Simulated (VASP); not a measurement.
Input of a VASP 6.6.1 run:

The input INCAR:

```
PREC = Accurate ; ENCUT = 520
EDIFF = 1E-6 ; ISMEAR = 0
SIGMA = 0.03 ; LREAL = F
LASPH = T ; NELM = 80
ALGO = Normal ; ISIF = 2
LWAVE = F ; LCHARG = F
GGA = CA ; NBANDS = 17
```

Contents of KPOINTS:

```
Automatic mesh
0
Gamma
  10 10 10
```

POSCAR

```
PbSe                                    
1.0
    0.0000000000      3.0522591322      3.0522591322
    3.0522591322      0.0000000000      3.0522591322
    3.0522591322      3.0522591322      0.0000000000
  Pb              Se            
     1     1
Direct
     0.0000000000000000    0.0000000000000000    0.0000000000000000
     0.5000000000000000    0.5000000000000000    0.5000000000000000
```

Contents of KPOINTS_OPT:

```
explicit points
159
Reciprocal
 0.0000000000  0.0000000000  0.0000000000 1
 0.0357142857  0.0000000000  0.0357142857 1
 0.0714285714  0.0000000000  0.0714285714 1
 0.1071428571  0.0000000000  0.1071428571 1
 0.1428571429  0.0000000000  0.1428571429 1
 0.1785714286  0.0000000000  0.1785714286 1
[... 151 lines left out ...]
 0.4250000000  0.0000000000  0.4250000000 1
 0.4500000000  0.0000000000  0.4500000000 1
```

Potentials or basis: VASP PAW LDA potentials, release 64 (Pb_d, Se).

The run is started by

```sh
$ cat potpaw_LDA.64/Pb_d/POTCAR potpaw_LDA.64/Se/POTCAR > POTCAR
$ mpirun -np 1 vasp_std > vasp.out
```

Problem. Predict the pressure.

Solution. -1.6 GPa.

Problem. What does it give for the band gap on the k mesh?

Solution. 0.13 eV, direct.

Levels at the corners of the path, in eV from the valence-band top:
| point | band 7 | band 8 | band 9 | band 10 | band 11 | band 12 | band 13 | band 14 |
| --- | --- | --- | --- | --- | --- | --- | --- | --- |
| Γ | -6.38 | -1.91 | -1.91 | -1.91 | 4.61 | 4.61 | 4.61 | 6.45 |
| X | -7.47 | -5.09 | -3.30 | -3.30 | 3.57 | 5.53 | 5.53 | 5.97 |
| X | -7.47 | -5.09 | -3.30 | -3.30 | 3.57 | 5.53 | 5.53 | 5.97 |
| W | -8.12 | -4.33 | -4.33 | -0.80 | 1.76 | 4.86 | 4.86 | 7.65 |
| W | -8.12 | -4.33 | -4.33 | -0.80 | 1.76 | 4.86 | 4.86 | 7.65 |
| K | -8.14 | -4.68 | -2.79 | -2.46 | 3.31 | 3.94 | 5.36 | 5.72 |
| K | -8.14 | -4.68 | -2.79 | -2.46 | 3.31 | 3.94 | 5.36 | 5.72 |
| Γ | -6.38 | -1.91 | -1.91 | -1.91 | 4.61 | 4.61 | 4.61 | 6.45 |
| Γ | -6.38 | -1.91 | -1.91 | -1.91 | 4.61 | 4.61 | 4.61 | 6.45 |
| L | -8.92 | -1.48 | -1.48 | 0.00 | 0.13 | 1.58 | 1.58 | 8.42 |
| L | -8.92 | -1.48 | -1.48 | 0.00 | 0.13 | 1.58 | 1.58 | 8.42 |
| U | -8.14 | -4.68 | -2.79 | -2.46 | 3.31 | 3.94 | 5.36 | 5.72 |
| U | -8.14 | -4.68 | -2.79 | -2.46 | 3.31 | 3.94 | 5.36 | 5.72 |
| W | -8.12 | -4.33 | -4.33 | -0.80 | 1.76 | 4.86 | 4.86 | 7.65 |
| W | -8.12 | -4.33 | -4.33 | -0.80 | 1.76 | 4.86 | 4.86 | 7.65 |
| L | -8.92 | -1.48 | -1.48 | 0.00 | 0.13 | 1.58 | 1.58 | 8.42 |
| L | -8.92 | -1.48 | -1.48 | 0.00 | 0.13 | 1.58 | 1.58 | 8.42 |
| K | -8.14 | -4.68 | -2.79 | -2.46 | 3.31 | 3.94 | 5.36 | 5.72 |
| U | -8.14 | -4.68 | -2.79 | -2.46 | 3.31 | 3.94 | 5.36 | 5.72 |
| X | -7.47 | -5.09 | -3.30 | -3.30 | 3.57 | 5.53 | 5.53 | 5.97 |

Caveat: spin-orbit coupling is left out, which as a rule narrows the gap of such compounds by several tenths of an eV.

**What was measured.**

A printed reference work, monograph reports, for a bulk crystal of PbSe at 4.2 K: band gap 0.15 eV (direct).

Against the measured gap of PbSe, 0.15 eV (direct; 4.2 K; a printed reference work, monograph), the calculated 0.13 eV is off by -0.02 eV. 2 values of this kind are on record (0.15 to 0.28 eV); this one was drawn at random. Spin-orbit coupling on Pb, Se is left out. The value is that of LDA, without temperature or zero-point motion. Semilocal functionals fall short of measured gaps as a rule.
